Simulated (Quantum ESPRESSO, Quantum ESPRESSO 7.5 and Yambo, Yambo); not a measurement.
## A GW chain in Yambo: BeTe (F-43m)

Wanted: ground state, empty states, screening and self-energy for BeTe (F-43m).

Method: PBE and many-body steps on it, plane waves, in Quantum ESPRESSO 7.5 and Yambo 5.3.0.

**Experimental background.**

- Gap 2.8 eV: absolute (indirect, Gamma to X) gap, second literature value; film (quoted from earlier experiment) (quoted in “The band structure of BeTe - a combined experimental and theoretical study”, 1997, arxiv:cond-mat/9712266).

- Gap 2.7 eV: absolute (indirect, Gamma to X) gap; bulk crystal (quoted from earlier experiment) (quoted in “The band structure of BeTe - a combined experimental and theoretical study”, 1997, arxiv:cond-mat/9712266).

## Step 1: Starting point

The structure is cubic, space group F-43m (No. 216). Conventional cell: a = 5.663 Å, b = 5.663 Å, c = 5.663 Å, α = 90.00°, β = 90.00°, γ = 90.00°. Be has 4 Te at 2.45 Å nearest. Te has 4 Be at 2.45 Å nearest. Farther neighbours and most contacts between anions are not listed.

The cell and positions are those that the Materials Project relaxed with its own functionals (PBE, PBE+U or r2SCAN), kept fixed. Spin-orbit coupling is left out unless a step names it.

## Step 2: Ground state

This step: Quantum ESPRESSO 7.5; DFT, PBE, plane waves, norm-conserving pseudopotentials.

The ground-state density comes first.

File pw.in:

```
&control
  calculation = 'scf'
  prefix = 'x'
  outdir = 'o'
  pseudo_dir = 'pseudo'
/
&system
  ibrav = 0
  nat = 2
  ntyp = 2
  ecutwfc = 88.0
  nbnd = 19
  force_symmorphic = .true.
/
&electrons
  conv_thr = 1e-10
  electron_maxstep = 80
  mixing_beta = 0.5
/
ATOMIC_SPECIES
  Be 9.012 Be.upf
  Te 127.6 Te.upf
CELL_PARAMETERS angstrom
  -0.0000000000 2.8314587876 2.8314587876
  2.8314587876 0.0000000000 2.8314587876
  2.8314587876 2.8314587876 0.0000000000
ATOMIC_POSITIONS crystal
  Be 0.0000000000 0.0000000000 0.0000000000
  Te 0.7500000000 0.7500000000 0.7500000000
K_POINTS automatic
  6 6 6 0 0 0
```

Started as:

```sh
$ OMP_NUM_THREADS=1 mpirun -n 4 pw.x -nk 4 -in pw.in > pw.out
```

Log:

```text
Program PWSCF v.7.5 starts

     This program is part of the open-source Quantum ESPRESSO suite
     for quantum simulation of materials; please cite
         "P. Giannozzi et al., J. Phys.:Condens. Matter 21 395502 (2009);
         "P. Giannozzi et al., J. Phys.:Condens. Matter 29 465901 (2017);
         "P. Giannozzi et al., J. Chem. Phys. 152 154105 (2020);
     in publications or presentations arising from this work. More details at
     Message from routine setup:
     using ibrav=0 with symmetry is DISCOURAGED, use correct ibrav instead

     G-vector sticks info

     bravais-lattice index     =            0
     lattice parameter (alat)  =       7.5670  a.u.
     unit-cell volume          =     306.3778 (a.u.)^3
     number of atoms/cell      =            2
     number of atomic types    =            2
     number of electrons       =        28.00
     number of Kohn-Sham states=           19
     kinetic-energy cutoff     =      88.0000  Ry
     charge density cutoff     =     352.0000  Ry
     scf convergence threshold =      1.0E-10
     mixing beta               =       0.5000
     number of iterations used =            8  plain     mixing
     Exchange-correlation= PBE
                           (   1   4   3   4   0   0   0)

     celldm(1)=   7.567007  celldm(2)=   0.000000  celldm(3)=   0.000000
     celldm(4)=   0.000000  celldm(5)=   0.000000  celldm(6)=   0.000000

     crystal axes: (cart. coord. in units of alat)
               a(1) = (  -0.000000   0.707107   0.707107 )
               a(2) = (   0.707107   0.000000   0.707107 )
               a(3) = (   0.707107   0.707107   0.000000 )

     reciprocal axes: (cart. coord. in units 2 pi/alat)
               b(1) = ( -0.707107  0.707107  0.707107 )
               b(2) = (  0.707107 -0.707107  0.707107 )
               b(3) = (  0.707107  0.707107 -0.707107 )
     Pseudo is Norm-conserving, Zval =  4.0
     Generated using ONCVPSP code by D. R. Hamann
     Using radial grid of 1358 points,  4 beta functions with:
     Pseudo is Norm-conserving + core correction, Zval = 24.0
     Generated using ONCVPSP code by D. R. Hamann
     Using radial grid of 1294 points,  8 beta functions with:
     Be                4.00     9.01200     Be( 1.00)
     Te               24.00   127.60000     Te( 1.00)

     24 Sym. Ops. (no inversion) found

   Cartesian axes

     site n.     atom                  positions (alat units)
         1        Be     tau(   1) = (   0.0000000   0.0000000   0.0000000  )
         2        Te     tau(   2) = (   1.0606602   1.0606602   1.0606602  )

     number of k points=    16
                       cart. coord. in units 2pi/alat
        k(    1) = (   0.0000000   0.0000000   0.0000000), wk =   0.0092593
        k(    2) = (   0.1178511   0.1178511  -0.1178511), wk =   0.0740741
        k(    3) = (   0.2357023   0.2357023  -0.2357023), wk =   0.0740741
        k(    4) = (  -0.3535534  -0.3535534   0.3535534), wk =   0.0370370
        k(    5) = (   0.2357023   0.0000000  -0.0000000), wk =   0.0555556
        k(    6) = (   0.3535534   0.1178511  -0.1178511), wk =   0.2222222
        k(    7) = (  -0.2357023  -0.4714045   0.4714045), wk =   0.2222222
        k(    8) = (  -0.1178511  -0.3535534   0.3535534), wk =   0.2222222
        k(    9) = (   0.0000000  -0.2357023   0.2357023), wk =   0.1111111
        k(   10) = (   0.4714045   0.0000000  -0.0000000), wk =   0.0555556
     [... 4 further rows ...]
        k(   15) = (  -0.1178511  -0.3535534   0.5892557), wk =   0.2222222
        k(   16) = (  -0.7071068   0.2357023   0.0000000), wk =   0.1111111

     Dense  grid:    34327 G-vectors     FFT dimensions: (  45,  45,  45)

     Initial potential from superposition of free atoms

     starting charge      27.9996, renormalised to      28.0000
     Starting wfcs are   15 randomized atomic wfcs +    4 random wfcs

     per-process dynamical memory:    27.1 Mb

     Self-consistent Calculation

     iteration #  1     ecut=    88.00 Ry     beta= 0.50

     Threshold (ethr) on eigenvalues was too large:
     Diagonalizing with lowered threshold

     total energy              =    -588.95475943 Ry
     estimated scf accuracy    <       0.03227431 Ry

     iteration #  2     ecut=    88.00 Ry     beta= 0.50

     total energy              =    -588.95643516 Ry
     estimated scf accuracy    <       0.00414585 Ry

     iteration #  3     ecut=    88.00 Ry     beta= 0.50

     total energy              =    -588.95666792 Ry
     estimated scf accuracy    <       0.00028314 Ry

     iteration #  4     ecut=    88.00 Ry     beta= 0.50

     total energy              =    -588.95669241 Ry
     estimated scf accuracy    <       0.00001333 Ry

     iteration #  5     ecut=    88.00 Ry     beta= 0.50

     total energy              =    -588.95669469 Ry
     estimated scf accuracy    <       0.00000053 Ry

     iteration #  6     ecut=    88.00 Ry     beta= 0.50

     total energy              =    -588.95669488 Ry
     estimated scf accuracy    <       0.00000001 Ry

     iteration #  7     ecut=    88.00 Ry     beta= 0.50

     total energy              =    -588.95669489 Ry
     estimated scf accuracy    <          4.4E-09 Ry

     iteration #  8     ecut=    88.00 Ry     beta= 0.50

     total energy              =    -588.95669489 Ry
     estimated scf accuracy    <          3.4E-10 Ry

     iteration #  9     ecut=    88.00 Ry     beta= 0.50

     End of self-consistent calculation

          k = 0.0000 0.0000 0.0000 (  4279 PWs)   bands (ev):

  -150.4589-100.4840-100.4840-100.4840 -91.9314 -27.7629 -27.7629 -27.7629
   -27.7508 -27.7508  -3.7514   8.4384   8.4384   8.4384  12.0832  12.0832
    12.0832  12.1482  16.7384

          k = 0.1179 0.1179-0.1179 (  4285 PWs)   bands (ev):

  -150.4589-100.4840-100.4840-100.4840 -91.9314 -27.7621 -27.7621 -27.7621
   -27.7510 -27.7510  -3.4996   6.4828   8.0719   8.0719  11.8896  12.6145
    12.6145  14.1380  17.3592

          k = 0.2357 0.2357-0.2357 (  4272 PWs)   bands (ev):

  -150.4589-100.4840-100.4840-100.4840 -91.9313 -27.7612 -27.7606 -27.7606
   -27.7506 -27.7506  -2.8730   4.0717   7.5445   7.5445  11.6015  13.0798
    13.0798  16.1943  17.7324

          k =-0.3536-0.3536 0.3536 (  4314 PWs)   bands (ev):

     [... further k-points ...]

     highest occupied, lowest unoccupied level (ev):     8.4384   10.4653

!    total energy              =    -588.95669489 Ry
     estimated scf accuracy    <          3.5E-11 Ry

     The total energy is the sum of the following terms:
     one-electron contribution =    -453.99447766 Ry
     hartree contribution      =     210.24226870 Ry
     xc contribution           =     -77.18162023 Ry
     ewald contribution        =    -268.02286570 Ry

     convergence has been achieved in   9 iterations

     XML data file, charge density, pseudopotentials, collected wavefunctions

=------------------------------------------------------------------------------=
   JOB DONE.
=------------------------------------------------------------------------------=
```

Run time: 5.6 s. Hardware: 4 MPI ranks of Arm Neoverse V2, shared host; peak memory 0.28 GiB; 22 s of CPU time.

Numbers from this step:

| Quantity | Value |
| --- | --- |
| total energy | -8013.1641 eV |
| gap | 2.027 eV |
| k of the valence top | 0, 0, 0 |
| k of the conduction bottom | 0, -0.5, -0.5 |
| least direct gap | 3.645 eV |

The gap is indirect, with the least direct gap 1.62 eV higher.

## Step 3: Bands along the symmetry lines

The cheap functional maps the bands first; the places of the edges decide which points the dearer methods must see.

File pw.in:

```
&control
  calculation = 'bands'
  prefix = 'x'
  outdir = 'o'
  pseudo_dir = 'pseudo'
/
&system
  ibrav = 0
  nat = 2
  ntyp = 2
  ecutwfc = 88.0
  nbnd = 20
  force_symmorphic = .true.
/
&electrons
  conv_thr = 1e-9
  electron_maxstep = 80
  diago_full_acc = .true.
  diago_thr_init = 5e-6
/
ATOMIC_SPECIES
  Be 9.012 Be.upf
  Te 127.6 Te.upf
CELL_PARAMETERS angstrom
  -0.0000000000 2.8314587876 2.8314587876
  2.8314587876 0.0000000000 2.8314587876
  2.8314587876 2.8314587876 0.0000000000
ATOMIC_POSITIONS crystal
  Be 0.0000000000 0.0000000000 0.0000000000
  Te 0.7500000000 0.7500000000 0.7500000000
K_POINTS crystal
  50
  0.00000000 0.00000000 0.00000000 1
  -0.06250000 -0.06250000 0.00000000 1
  -0.12500000 -0.12500000 0.00000000 1
  -0.18750000 -0.18750000 0.00000000 1
  -0.25000000 -0.25000000 0.00000000 1
  -0.31250000 -0.31250000 0.00000000 1
  -0.37500000 -0.37500000 0.00000000 1
  -0.43750000 -0.43750000 0.00000000 1
  -0.50000000 -0.50000000 0.00000000 1
  -0.48437500 -0.48437500 0.03125000 1
  -0.46875000 -0.46875000 0.06250000 1
  -0.45312500 -0.45312500 0.09375000 1
  -0.43750000 -0.43750000 0.12500000 1
  -0.42187500 -0.42187500 0.15625000 1
  -0.40625000 -0.40625000 0.18750000 1
  -0.39062500 -0.39062500 0.21875000 1
  -0.37500000 -0.37500000 0.25000000 1
  -0.37500000 0.00000000 0.37500000 1
  -0.32812500 0.00000000 0.32812500 1
  -0.28125000 0.00000000 0.28125000 1
  -0.23437500 0.00000000 0.23437500 1
  -0.18750000 0.00000000 0.18750000 1
  -0.14062500 0.00000000 0.14062500 1
  -0.09375000 0.00000000 0.09375000 1
  -0.04687500 0.00000000 0.04687500 1
  0.00000000 0.00000000 0.00000000 1
  0.00000000 0.00000000 0.06250000 1
  0.00000000 0.00000000 0.12500000 1
  0.00000000 0.00000000 0.18750000 1
  0.00000000 0.00000000 0.25000000 1
  0.00000000 0.00000000 0.31250000 1
  0.00000000 0.00000000 0.37500000 1
  0.00000000 0.00000000 0.43750000 1
  -0.00000000 -0.00000000 0.50000000 1
  -0.06250000 -0.03125000 0.46875000 1
  -0.12500000 -0.06250000 0.43750000 1
  -0.18750000 -0.09375000 0.40625000 1
  -0.25000000 -0.12500000 0.37500000 1
  -0.31250000 -0.15625000 0.34375000 1
  -0.37500000 -0.18750000 0.31250000 1
  -0.43750000 -0.21875000 0.28125000 1
  -0.50000000 -0.25000000 0.25000000 1
  -0.50000000 -0.28125000 0.21875000 1
  -0.50000000 -0.31250000 0.18750000 1
  -0.50000000 -0.34375000 0.15625000 1
  -0.50000000 -0.37500000 0.12500000 1
  -0.50000000 -0.40625000 0.09375000 1
  -0.50000000 -0.43750000 0.06250000 1
  -0.50000000 -0.46875000 0.03125000 1
  -0.50000000 -0.50000000 0.00000000 1
```

Log:

```text
[banner, memory and clock lines left out]
Program PWSCF v.7.5 starts

     Atomic positions and unit cell read from directory:
     o/x.save/

     Message from routine setup:
     using ibrav=0 with symmetry is DISCOURAGED, use correct ibrav instead

     G-vector sticks info

     bravais-lattice index     =            0
     lattice parameter (alat)  =       7.5670  a.u.
     unit-cell volume          =     306.3778 (a.u.)^3
     number of atoms/cell      =            2
     number of atomic types    =            2
     number of electrons       =        28.00
     number of Kohn-Sham states=           20
     kinetic-energy cutoff     =      88.0000  Ry
     charge density cutoff     =     352.0000  Ry
     Exchange-correlation= PBE
                           (   1   4   3   4   0   0   0)

     celldm(1)=   7.567007  celldm(2)=   0.000000  celldm(3)=   0.000000
     celldm(4)=   0.000000  celldm(5)=   0.000000  celldm(6)=   0.000000

     crystal axes: (cart. coord. in units of alat)
               a(1) = (  -0.000000   0.707107   0.707107 )
               a(2) = (   0.707107   0.000000   0.707107 )
               a(3) = (   0.707107   0.707107   0.000000 )

     reciprocal axes: (cart. coord. in units 2 pi/alat)
               b(1) = ( -0.707107  0.707107  0.707107 )
               b(2) = (  0.707107 -0.707107  0.707107 )
               b(3) = (  0.707107  0.707107 -0.707107 )
     Pseudo is Norm-conserving, Zval =  4.0
     Generated using ONCVPSP code by D. R. Hamann
     Using radial grid of 1358 points,  4 beta functions with:
     Pseudo is Norm-conserving + core correction, Zval = 24.0
     Generated using ONCVPSP code by D. R. Hamann
     Using radial grid of 1294 points,  8 beta functions with:
     Be                4.00     9.01200     Be( 1.00)
     Te               24.00   127.60000     Te( 1.00)

     24 Sym. Ops. (no inversion) found

   Cartesian axes

     site n.     atom                  positions (alat units)
         1        Be     tau(   1) = (   0.0000000   0.0000000   0.0000000  )
         2        Te     tau(   2) = (   1.0606602   1.0606602   1.0606602  )

     number of k points=    50
                       cart. coord. in units 2pi/alat
        k(    1) = (   0.0000000   0.0000000   0.0000000), wk =   0.0400000
        k(    2) = (   0.0000000   0.0000000  -0.0883883), wk =   0.0400000
        k(    3) = (   0.0000000   0.0000000  -0.1767767), wk =   0.0400000
[...]
[... 38 further rows ...]
        k(   49) = (   0.0441942  -0.0000000  -0.7071068), wk =   0.0400000
        k(   50) = (   0.0000000   0.0000000  -0.7071068), wk =   0.0400000

     Dense  grid:    34327 G-vectors     FFT dimensions: (  45,  45,  45)

     The potential is recalculated from file :
     o/x.save/charge-density

     Starting wfcs are   15 randomized atomic wfcs +    5 random wfcs

     Band Structure Calculation

     End of band structure calculation

          k = 0.0000 0.0000 0.0000 (  4279 PWs)   bands (ev):

  -150.4588-100.4840-100.4840-100.4840 -91.9314 -27.7629 -27.7629 -27.7629
   -27.7508 -27.7508  -3.7514   8.4384   8.4384   8.4384  12.0832  12.0832
    12.0832  12.1482  16.7384  18.8475

          k = 0.0000 0.0000-0.0884 (  4288 PWs)   bands (ev):

  -150.4588-100.4840-100.4840-100.4840 -91.9314 -27.7629 -27.7626 -27.7626
   -27.7512 -27.7507  -3.7028   8.1040   8.2469   8.2469  11.9582  12.3498
    12.3498  12.5090  16.8821  17.8902

          k = 0.0000 0.0000-0.1768 (  4280 PWs)   bands (ev):

  -150.4588-100.4840-100.4840-100.4840 -91.9314 -27.7628 -27.7618 -27.7618
   -27.7513 -27.7504  -3.5595   7.3486   7.8013   7.8013  11.7058  13.0178
    13.0178  13.1562  16.6059  17.5977

          k =-0.0000 0.0000-0.2652 (  4264 PWs)   bands (ev):

[...]
k = 0.0000 0.0000-0.3536 (  4256 PWs)   bands (ev):

[...]
k = 0.0000-0.0000-0.4419 (  4260 PWs)   bands (ev):

[...]
k =-0.0000 0.0000-0.5303 (  4276 PWs)   bands (ev):

[...]
k = 0.0000-0.0000-0.6187 (  4272 PWs)   bands (ev):

[...]
k = 0.5303-0.0000-0.5303 (  4272 PWs)   bands (ev):

[...]
k = 0.0000 0.0000 0.0000 (  4279 PWs)   bands (ev):

[...]
k = 0.1326 0.0000-0.7071 (  4260 PWs)   bands (ev):

[...]
k = 0.0884-0.0000-0.7071 (  4258 PWs)   bands (ev):

[...]
k = 0.0442-0.0000-0.7071 (  4258 PWs)   bands (ev):

  -150.4588-100.4840-100.4840-100.4840 -91.9314 -27.7637 -27.7567 -27.7566
   -27.7527 -27.7484  -1.9773   3.4354   5.8247   5.8357  10.5359  11.2155
    17.9953  18.0036  19.8361  21.0507

          k = 0.0000 0.0000-0.7071 (  4264 PWs)   bands (ev):

  -150.4588-100.4840-100.4840-100.4840 -91.9314 -27.7640 -27.7567 -27.7567
   -27.7528 -27.7484  -1.9784   3.4227   5.8607   5.8607  10.4653  11.1494
    18.0844  18.0844  19.9022  21.2690

     XML data file, pseudopotentials, collected wavefunctions
```

The job ended after 4.7 s (4 MPI ranks; peak memory 0.24 GiB).

Numbers from this step:

- gap: 2.027 eV
- k of the valence top: 0, 0, 0
- k of the conduction bottom: -0.5, -0.5, 0
- least direct gap: 3.645 eV

The gap is 2.027 eV, as in the run before at this level.

The electronic bands at the labelled points (eV, zero at the top of the highest filled band):

```
    point  band 11  band 12  band 13  band 14  band 15  band 16  band 17  band 18
        Γ   -12.19     0.00     0.00     0.00     3.64     3.64     3.64     3.71
  halfway   -11.47    -2.86    -1.63    -1.63     2.65     4.41     6.43     6.43
        X   -10.42    -5.02    -2.58    -2.58     2.03     2.71     9.65     9.65
  halfway   -10.41    -4.92    -3.06    -2.47     2.35     3.37     9.06     9.11
        U   -10.44    -4.67    -3.78    -2.17     2.75     5.28     7.86     8.13
jump to K   -10.44    -4.67    -3.78    -2.17     2.75     5.28     7.86     8.13
  halfway   -11.41    -3.47    -2.20    -0.65     4.05     4.68     5.21     6.25
        Γ   -12.19     0.00     0.00     0.00     3.64     3.64     3.64     3.71
  halfway   -11.65    -3.26    -0.65    -0.65     3.29     4.51     4.51     6.96
        L   -10.89    -5.43    -1.10    -1.10     3.05     4.62     4.62     7.84
  halfway   -10.66    -5.01    -2.83    -1.85     4.21     4.41     6.65     7.73
        W   -10.39    -4.50    -3.60    -3.12     5.30     5.54     5.60     6.15
  halfway   -10.40    -4.82    -3.05    -2.87     3.05     3.67     8.22     8.40
        X   -10.42    -5.02    -2.58    -2.58     2.03     2.71     9.65     9.65
```

The electronic bands as a text plot (rows in eV, shown from -8.0 to 7.9 only):

```
    7.6 |    +  ++        ++                 +++++    ++
    6.9 |                  +++              +         +++   +
    6.3 |     ++            +++++++        +            ++++
    5.6 |    +            +   ++   ++                +    +
    4.9 |  +++           +      +++      ++  ++++++++  +++ ++
    4.3 | +++ ++                ++++++  +++++     ++++++    +
    3.6 |++     ++     ++   ++++   ++++++++++       ++       +
    2.9 |  +++++  +++++  +++                 +++++++         ++++
    2.3 |       +++++++++                                      ++
    1.6 |
    1.0 |
    0.3 |*                           ***
   -0.4 | ***                   ******  *****
   -1.0 |  ***                **   **    **  ********
   -1.7 |    ***           ***   ****               ***
   -2.4 |       ***********     ***        *         * **      **
   -3.0 |     **      ***     **            *         ** *******
   -3.7 |       **       *****  *                       *****
   -4.4 |         *       ******             **         *****
   -5.0 |          *******                     **   ****     ****
   -5.7 |                                        ***
   -6.3 |
   -7.0 |
   -7.7 |
         Γ           X  U|K            Γ         L        W     X
```

(Part 1 of 3 ends here.)

[Paths, hosts, dates, memory and timing lines, banners, echoed tables and standing remarks are left out of the program output.]

[Logs are printed without paths, hosts, clocks, repeated set-up lines and the standing remarks that a program may print on its own settings, such as how far it seeks lower states.]

[Runs of the session that timed out or met a known fault of the program may be left out.]

[Hosts, paths, dates, database ids (printed as entryN), source tags and the programs' standing remarks are cut or masked in the printed files.]
